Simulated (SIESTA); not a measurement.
The system is CsPbBr3.

```
Pb Cs Br
1.0
     5.87000    0.00000    0.00000
     0.00000    5.87000    0.00000
     0.00000    0.00000    5.87000
Pb Cs Br
1 1 3
Direct
  0.50000 0.50000 0.50000
  0.00000 0.00000 0.00000
  0.50000 0.50000 0.00000
  0.50000 0.00000 0.50000
  0.00000 0.50000 0.50000
```

Measurements of this composition are mostly on another form, of space group No. 62.

```yaml
Program: SIESTA 5.4.2
Task: single point
Functional: PBE
Potentials_or_basis: PseudoDojo 0.4 standard (PBE files)
Basis: DZP (energy shift 0.003 Ry; two zetas on semicore shells; d shell added on Cs)
Grid_cutoff: 500 Ry
Energy_shift: 0.003 Ry
k_mesh: 5 × 5 × 5
Occupations: fermi-dirac, width 0.05 eV
Spin: no spin polarisation
```

On this cell: pressure 1.7 GPa; largest force zero by symmetry; band gap on the k mesh 2.66 eV, direct.

The same run follows on a disturbed copy (atoms moved at random, drawn with an rms of 0.05 Å):

```
Pb Cs Br
1.0
     5.87000    0.00000    0.00000
     0.00000    5.87000    0.00000
     0.00000    0.00000    5.87000
Pb Cs Br
1 1 3
Cartesian
  2.9140 2.8968 2.9329
  -0.0197 -0.0057 -0.0330
  2.9731 2.9872 -0.0671
  2.9588 0.0182 2.9586
  0.0363 2.8839 2.9004
```

What does the disturbed cell give?

The energy moves by +3.5 meV/atom; pressure 1.8 GPa; largest force 0.323 eV/Å; band gap on the k mesh 2.59 eV, direct.

Forces in eV/Å, atoms in the order of the input:
```
Pb   0.170  0.174 -0.212
Cs  -0.001 -0.003 -0.002
Br   0.012  0.013  0.245
Br   0.011 -0.192 -0.014
Br  -0.192  0.008 -0.017
```

Caveats: spin-orbit coupling is left out, which as a rule narrows the gap of such compounds by several tenths of an eV; an odd mesh through Γ misses points on the zone boundary, where band edges often lie; the basis of atomic orbitals isn't converged, which shifts pressures, moduli and gaps.
